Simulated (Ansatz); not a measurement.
Crystal: Hf.

```xyz
1
Lattice="0.0000 2.2200 2.2200 2.2200 0.0000 2.2200 2.2200 2.2200 0.0000" Properties=species:S:1:pos:R:3 pbc="T T T"
Hf    0.0000    0.0000    0.0000
```

This isn't the form of Hf at room conditions, which is hcp.

Base run:

- Program: Ansatz 0.2.0
- Functional: PBEsol
- Potentials or basis: all-electron LAPW, scalar-relativistic
- Cutoff: 211 eV (chosen from the basis error)
- Basis error allowed: 0.001 eV/atom
- k mesh: 10 × 10 × 10
- Occupations: fermi-dirac, width 0.05 eV
- Spin: no spin polarisation

Its results: pressure -1.7 GPa.

Q: The run is repeated on the same cell with these changes: functional from PBEsol to LDA. What comes out?

A: Pressure -5.7 GPa.

LDA binds more tightly than PBEsol, so the same cell stands under less pressure.
